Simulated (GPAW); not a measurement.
**AlN: changing the functional**

Space group F-43m (No. 216). a = 4.368 Å, b = 4.368 Å, c = 4.368 Å, α = 90.00°, β = 90.00°, γ = 90.00°
| atom | site | symmetry | x | y | z |
| --- | --- | --- | --- | --- | --- |
| Al | 4a | -43m | 0.0000 | 0.0000 | 0.0000 |
| N | 4d | -43m | 0.2500 | 0.2500 | 0.7500 |

Measurements of this composition are mostly on another form, of space group No. 186.

Kept alike: task dielectric tensor; k mesh 8 × 8 × 8; occupations fermi-dirac, width 0.001 eV; no spin polarisation. Program: GPAW, potentials by row: PAW data sets generated for this functional (AM05, PBEsol); the program's PAW data sets (release 1.2.1) made for this functional (LDA, RPBE); GPAW PAW data sets (gpaw-data 1.2.1) (PBE), cutoff 550 eV. The mesh is that of the run's cell of 2 atoms. No spin-orbit coupling.

| functional | band gap (eV) |
| --- | --- |
| AM05 | 3.164 |
| LDA | 3.217 |
| PBE | 3.288 |
| PBEsol | 3.160 |
| RPBE | 3.320 |

Runs of this series that gave no sound value for these columns are left out. A gap read on the mesh alone can miss an edge between its points.

The band gap runs from 3.160 (PBEsol) to 3.320 eV (RPBE). From PBE: AM05 -0.124; LDA -0.071; PBEsol -0.128; RPBE +0.032.
